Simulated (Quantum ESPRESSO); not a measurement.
# PtS2 (P-3m1) in Quantum ESPRESSO: a series of runs, part 2 of 3

Quantum ESPRESSO 7.5. The steps go on from the part before.

**3. Dielectric tensor, PBE**

pw.in reads:

```
&CONTROL
  calculation = 'scf'
  prefix = 'pwscf'
  outdir = './tmp'
  pseudo_dir = './pseudo'
  tprnfor = .true.
  tstress = .true.
  disk_io = 'low'
/
&SYSTEM
  ibrav = 0
  celldm(1) = 8
  nat = 3
  ntyp = 2
  ecutwfc = 45
  ecutrho = 360
  nbnd = 21
  occupations = 'smearing'
  smearing = 'fd'
  degauss = 0.00367493
/
&ELECTRONS
  conv_thr = 6d-10
  electron_maxstep = 120
  mixing_beta = 0.5
/
ATOMIC_SPECIES
Pt   195.0840 pt_pbe_v1.4.uspp.F.UPF
S     32.0600 s_pbe_v1.4.uspp.F.UPF
CELL_PARAMETERS alat
  0.8369597005968   0.0000000000000   0.0000000000000
 -0.4184798502984   0.7248283626632   0.0000000000000
  0.0000000000000   0.0000000000000   1.1902439995955
ATOMIC_POSITIONS crystal
Pt     0.0000000000    0.0000000000    0.0000000000
S      0.6666666667    0.3333333333    0.7730000000
S      0.3333333333    0.6666666667    0.2270000000
K_POINTS automatic
8 8 4 0 0 1
```

gamma.in reads:

```
&CONTROL
  calculation = 'bands'
  prefix = 'pwscf'
  outdir = './tmp'
  pseudo_dir = './pseudo'
  disk_io = 'low'
  verbosity = 'high'
/
&SYSTEM
  ibrav = 0
  celldm(1) = 8
  nat = 3
  ntyp = 2
  ecutwfc = 45
  ecutrho = 360
  nbnd = 21
  occupations = 'smearing'
  smearing = 'fd'
  degauss = 0.00367493
/
&ELECTRONS
  conv_thr = 1d-08
  electron_maxstep = 120
  mixing_beta = 0.5
  diago_full_acc = .true.
  startingwfc = 'random'
/
ATOMIC_SPECIES
Pt   195.0840 pt_pbe_v1.4.uspp.F.UPF
S     32.0600 s_pbe_v1.4.uspp.F.UPF
CELL_PARAMETERS alat
  0.8369597005968   0.0000000000000   0.0000000000000
 -0.4184798502984   0.7248283626632   0.0000000000000
  0.0000000000000   0.0000000000000   1.1902439995955
ATOMIC_POSITIONS crystal
Pt     0.0000000000    0.0000000000    0.0000000000
S      0.6666666667    0.3333333333    0.7730000000
S      0.3333333333    0.6666666667    0.2270000000
K_POINTS crystal
1
0.0 0.0 0.0 1
```

scf2.in reads:

```
&CONTROL
  calculation = 'scf'
  prefix = 'pwscf'
  outdir = './tmp'
  pseudo_dir = './pseudo'
  tprnfor = .true.
  tstress = .true.
  disk_io = 'low'
/
&SYSTEM
  ibrav = 0
  celldm(1) = 8
  nat = 3
  ntyp = 2
  ecutwfc = 45
  ecutrho = 360
  nbnd = 21
  occupations = 'fixed'
/
&ELECTRONS
  conv_thr = 1d-13
  electron_maxstep = 120
  mixing_beta = 0.5
  startingpot = 'file'
/
ATOMIC_SPECIES
Pt   195.0840 pt_pbe_v1.4.uspp.F.UPF
S     32.0600 s_pbe_v1.4.uspp.F.UPF
CELL_PARAMETERS alat
  0.8369597005968   0.0000000000000   0.0000000000000
 -0.4184798502984   0.7248283626632   0.0000000000000
  0.0000000000000   0.0000000000000   1.1902439995955
ATOMIC_POSITIONS crystal
Pt     0.0000000000    0.0000000000    0.0000000000
S      0.6666666667    0.3333333333    0.7730000000
S      0.3333333333    0.6666666667    0.2270000000
K_POINTS automatic
8 8 4 0 0 1
```

ph.in reads:

```
dielectric of PtS2
&INPUTPH
  prefix = 'pwscf'
  outdir = './tmp'
  tr2_ph = 1d-18
  fildyn = 'dyn'
  niter_ph = 90
  alpha_mix(1) = 0.7
  epsil = .true.
  trans = .false.
  zeu = .true.
/
0.0000000000 0.0000000000 0.0000000000
```

Potentials or basis: GBRV 1.5 PBE.

Started as:

```
$ OMP_NUM_THREADS=1 pw.x -in pw.in > pw.out
$ OMP_NUM_THREADS=1 pw.x -in gamma.in > gamma.out
$ OMP_NUM_THREADS=1 pw.x -in scf2.in > scf2.out
$ OMP_NUM_THREADS=1 ph.x -in ph.in > ph.out
```

pw.out:

```text
This program is part of the open-source Quantum ESPRESSO suite
     for quantum simulation of materials; please cite
[... 9 lines left out ...]
     --------------------
     sticks:   dense  smooth     PW     G-vecs:    dense   smooth      PW
     Sum        1111     559    163                42615    15071    2465

     Using Slab Decomposition

     bravais-lattice index     =            0
     lattice parameter (alat)  =       8.0000  a.u.
     unit-cell volume          =     369.6968 (a.u.)^3
     number of atoms/cell      =            3
     number of atomic types    =            2
     number of electrons       =        28.00
     number of Kohn-Sham states=           21
     kinetic-energy cutoff     =      45.0000  Ry
     charge density cutoff     =     360.0000  Ry
     scf convergence threshold =      6.0E-10
     mixing beta               =       0.5000
     number of iterations used =            8  plain     mixing
     Exchange-correlation=  SLA  PW   PBX  PBC
                           (   1   4   3   4   0   0   0)

     celldm(1)=   8.000000  celldm(2)=   0.000000  celldm(3)=   0.000000
     celldm(4)=   0.000000  celldm(5)=   0.000000  celldm(6)=   0.000000

     crystal axes: (cart. coord. in units of alat)
               a(1) = (   0.836960   0.000000   0.000000 )
               a(2) = (  -0.418480   0.724828   0.000000 )
               a(3) = (   0.000000   0.000000   1.190244 )

     reciprocal axes: (cart. coord. in units 2 pi/alat)
               b(1) = (  1.194801  0.689818 -0.000000 )
               b(2) = (  0.000000  1.379637  0.000000 )
               b(3) = (  0.000000 -0.000000  0.840164 )

     PseudoPot. # 1 for Pt read from file:
     pt_pbe_v1.4.uspp.F.UPF
     Pseudo is Ultrasoft + core correction, Zval = 16.0
     Generated by new atomic code, or converted to UPF format
     Using radial grid of  985 points,  6 beta functions with:
                l(1) =   0
                l(2) =   0
                l(3) =   1
                l(4) =   1
                l(5) =   2
                l(6) =   2
     Q(r) pseudized with  8 coefficients,  rinner =    1.300   1.300   1.300
                                                       1.300   1.300

     PseudoPot. # 2 for S  read from file:
     s_pbe_v1.4.uspp.F.UPF
     Pseudo is Ultrasoft + core correction, Zval =  6.0
     Generated by new atomic code, or converted to UPF format
     Using radial grid of  907 points,  6 beta functions with:
                l(1) =   0
                l(2) =   0
[... 25 lines left out ...]
        k(    4) = (   0.0000000   0.1724546   0.3150614), wk =   0.0468750
        k(    5) = (   0.0000000   0.3449092   0.1050205), wk =   0.0468750
        k(    6) = (   0.0000000   0.3449092   0.3150614), wk =   0.0468750
[... 22 lines left out ...]
        k(   29) = (  -0.1493501   0.6035912  -0.1050205), wk =   0.0937500
        k(   30) = (  -0.1493501   0.6035912  -0.3150614), wk =   0.0937500

     Dense  grid:    42615 G-vectors     FFT dimensions: (  45,  45,  60)

     Smooth grid:    15071 G-vectors     FFT dimensions: (  30,  30,  45)

     Check: negative core charge=   -0.000001

     Initial potential from superposition of free atoms

     starting charge      27.4999, renormalised to      28.0000

     negative rho (up, down):  1.838E-01 0.000E+00
     Starting wfcs are   20 randomized atomic wfcs +    1 random wfcs

     Self-consistent Calculation

     iteration #  1     ecut=    45.00 Ry     beta= 0.50
     Davidson diagonalization with overlap
     ethr =  1.00E-02,  avg # of iterations =  5.5

     negative rho (up, down):  1.703E-01 0.000E+00
[... 76 lines left out ...]
     iteration # 10     ecut=    45.00 Ry     beta= 0.50
     Davidson diagonalization with overlap
     ethr =  2.12E-11,  avg # of iterations =  2.5

     negative rho (up, down):  1.728E-01 0.000E+00

     End of self-consistent calculation

          k = 0.0000 0.0000 0.1050 (  1893 PWs)   bands (ev):

   -43.1251 -43.1251 -42.9510  -4.7949  -1.6730   3.7039   3.7039   4.0008
     6.7592   6.7592   8.9078   9.5742   9.5742  10.4737  13.2718  13.2718
    15.5539  16.7825  18.5625  18.5625  22.3129
[... 39 lines left out ...]
   -43.1451 -43.1301 -42.9484  -3.2024  -2.3671   3.3743   4.4054   4.7385
     6.2251   6.7045   7.6431   8.3295   8.5808   9.9900  12.1297  12.7642
    15.8965  16.8087  19.5086  20.6659  21.3705

          k = 0.0000-0.6898 0.1050 (  1886 PWs)   bands (ev):

   -43.1486 -43.1310 -42.9480  -2.8346  -2.5093   3.1474   4.5458   5.4747
     6.2901   7.3668   7.4358   7.4989   7.8225   8.5350  12.6540  13.4654
    16.0635  17.1009  19.1625  19.5660  21.3274

          k = 0.0000-0.6898 0.3151 (  1894 PWs)   bands (ev):

   -43.1486 -43.1310 -42.9480  -2.8946  -2.3858   2.9748   4.4773   5.3976
     5.9212   7.4154   7.4816   7.6008   8.0020   9.2236  12.9388  13.0887
    15.7880  16.6110  18.9355  20.5647  20.9927

          k = 0.1494 0.2587 0.1050 (  1873 PWs)   bands (ev):
[... 115 lines left out ...]
   -43.1467 -43.1328 -42.9480  -2.8073  -2.5062   3.3163   4.3868   5.3773
     5.8840   6.5378   7.4620   7.6480   8.8026   9.0368  12.5718  13.2435
    16.2960  17.4112  19.2051  20.1000  20.7898

     the Fermi energy is    11.2148 ev

!    total energy              =    -258.95910541 Ry
     estimated scf accuracy    <          3.2E-10 Ry
     smearing contrib. (-TS)   =      -0.00000037 Ry
     internal energy E=F+TS    =    -258.95910504 Ry

     The total energy is F=E-TS. E is the sum of the following terms:
     one-electron contribution =     -98.35136815 Ry
     hartree contribution      =      64.15679605 Ry
     xc contribution           =     -73.88566512 Ry
     ewald contribution        =    -150.87886783 Ry

     convergence has been achieved in  10 iterations

     negative rho (up, down):  1.728E-01 0.000E+00

     Forces acting on atoms (cartesian axes, Ry/au):

     atom    1 type  1   force =     0.00000000   -0.00000000    0.00000000
     atom    2 type  2   force =     0.00000000    0.00000000   -0.04859502
     atom    3 type  2   force =    -0.00000000    0.00000000    0.04859502

     Total force =     0.068724     Total SCF correction =     0.000016

     Computing stress (Cartesian axis) and pressure

     negative rho (up, down):  1.728E-01 0.000E+00
          total   stress  (Ry/bohr**3)                   (kbar)     P=      112.66
   0.00080403  -0.00000000   0.00000000          118.28       -0.00        0.00
  -0.00000000   0.00080403   0.00000000           -0.00      118.28        0.00
   0.00000000   0.00000000   0.00068944            0.00        0.00      101.42

=------------------------------------------------------------------------------=
   JOB DONE.
=------------------------------------------------------------------------------=
```

gamma.out:

```text
This program is part of the open-source Quantum ESPRESSO suite
     for quantum simulation of materials; please cite
         "P. Giannozzi et al., J. Phys.:Condens. Matter 21 395502 (2009);
         "P. Giannozzi et al., J. Phys.:Condens. Matter 29 465901 (2017);
         "P. Giannozzi et al., J. Chem. Phys. 152 154105 (2020);
     in publications or presentations arising from this work. More details at
[... 236 lines left out ...]

   -43.1248 -43.1248 -42.9507  -4.8300  -1.5701   3.7011   3.7011   3.8354
     6.7629   6.7629   8.9594   9.6027   9.6027  10.6247  13.2058  13.2058
    15.5205  16.5114  18.5984  18.5984  22.6813

=------------------------------------------------------------------------------=
   JOB DONE.
=------------------------------------------------------------------------------=
```

Run time: 13 min. Hardware: 1 thread of Intel Xeon at 2.50GHz (Skylake/Cascade Lake), shared host; peak memory 0.2 GiB.

What came out:

| Quantity | Value |
| --- | --- |
| Free energy | -3523.3181 eV |
| Pressure | 11.3 GPa |
| Largest force | 1.249 eV/Å |
| Electronic dielectric tensor (diagonal) | 18.19, 18.19, 8.93 |
| Born charges (mean of the diagonal) | Pt +1.71; S -0.85 e |

Forces in eV/Å, atoms in the order of the input:
```
Pt   0.000  0.000  0.000
S    0.000  0.000 -1.249
S    0.000  0.000  1.249
```

Electronic dielectric tensor:
```
18.19  0.00  0.00
 0.00 18.19  0.00
 0.00  0.00  8.93
```

Born effective charge tensors (e):
atom 1, Pt
```
 2.88  0.00  0.00
 0.00  2.88  0.00
 0.00  0.00 -0.63
```
atom 2, S
```
-1.43  0.00  0.00
 0.00 -1.43  0.00
 0.00  0.00  0.33
```
atom 3, S
```
-1.43  0.00  0.00
 0.00 -1.43  0.00
 0.00  0.00  0.33
```

Caveat: the mesh is thin for the dielectric tensor, Born charges and intensities, which usually come out too large; the cell is more than 3 GPa from zero pressure, which shifts response properties; forces of over 1 eV/Å show positions far from the minimum, so gaps and moduli don't describe the material at rest. The run has no spin-orbit coupling, so splittings on Pt are missing.

(Continued in part 3 of 3.)
